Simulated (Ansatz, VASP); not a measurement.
Cu: VASP beside Ansatz

The input INCAR:

```
SYSTEM = Cu
PREC = Accurate ; ENCUT = 520
EDIFF = 1E-6 ; ISMEAR = 0
SIGMA = 0.15 ; LREAL = .False.
LASPH = .True. ; NELM = 60
ALGO = Fast ; ISIF = 2
LWAVE = .False. ; LCHARG = .False.
GGA = PS ; NBANDS = 12
```

File KPOINTS:

```
Automatic mesh
0
Gamma
  24 24 24
  0 0 0
```

File POSCAR:

```
Cu
1.0
   -1.4211514202      1.4211514202      1.3967226717
    1.4211514202     -1.4211514202      1.3967226717
    1.4211514202      1.4211514202     -1.3967226717
Cu
1
Direct
    0.0000000000      0.0000000000      0.0000000000
```

Input for Ansatz:

```yaml
crystal:
  lattice:
    - [-1.4211514202, 1.4211514202, 1.3967226717]
    - [1.4211514202, -1.4211514202, 1.3967226717]
    - [1.4211514202, 1.4211514202, -1.3967226717]
  atoms:
    - { symbol: Cu, position: [0.0, 0.0, 0.0] }
basis:
  ecutwfc: 420
kpoints:
  mp_grid: { grid: [24, 24, 24] }
hamiltonian:
  xc: pbesol
scf:
  occupations: { method: gaussian, width: 0.15 }
output:
  forces: true
  stress: true
  eigenvalues: true
```

Change from the starting cell: strain -0.015 along x and y, +0.015 along z, atoms carried along.

Alike in both runs: task single point; functional PBEsol; k mesh 24 × 24 × 24; occupations gaussian, width 0.15 eV; no spin polarisation.

|  | VASP | Ansatz |
| --- | --- | --- |
| version | VASP 6.6.1 | Ansatz 0.2.0 |
| potentials or method | VASP PAW PBE potentials, release 64 (Cu) | scalar-relativistic, plane waves, PAW |
| plane-wave cutoff (eV) | 520 | 420 |
| valence electrons in the cell | 11 | 19 |

|  | VASP | Ansatz | Ansatz less VASP |
| --- | --- | --- | --- |
| gap on the k mesh at the Fermi level (eV) | none | none | - |
| pressure (GPa) | 2.0 | 1.0 | -0.97 |

A gap of «none» marks a metal or a gap that the smearing closes. The two sets of potentials don't hold the same shells in valence.

Caveats: the PAW data sets were made with another functional, which shifts forces and pressure a little (VASP).
